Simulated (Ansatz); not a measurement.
# BN (R3m) in Ansatz: equation of state

Aim: energy against volume of BN in PBE, for its equilibrium volume and stiffness.

All numbers are computed with Ansatz 0.2.0; they aren't measurements. Logs are shortened: lines on timing, memory, paths and dates and some standing lists are left out, and cuts for length are marked.

## Step 1: Starting point

It takes space group R3m (No. 160, trigonal). The conventional cell has a = 2.502 Å, b = 2.502 Å, c = 10.119 Å, α = 90.00°, β = 90.00°, γ = 120.00°. N (site symmetry 3m) has 3 B at 1.44 Å as nearest neighbours. B (site symmetry 3m) has 3 N at 1.44 Å as nearest neighbours.

The cell is a database's computed one.

## Step 2: Equation of state, PBE

Potentials or basis: all-electron LAPW, scalar-relativistic.

This step only gathers the single runs of the series.

Results:

```
Equilibrium volume                        : 9.28 Å³/atom
Bulk modulus at fixed shape and positions : 233 GPa
Pressure derivative of the bulk modulus   : 3.6
```

Energy against volume, from the lowest point:
```
volume (Å³/atom)  energy (meV/atom)
           8.596              41.02
           8.779              21.26
           8.962               8.21
           9.145               1.30
           9.328               0.00
           9.510               3.82
           9.693              12.31
```

Caveat: the cell was scaled at fixed shape and fractional positions, which overstates the stiffness of a crystal with free parameters, most of all of layers and chains.
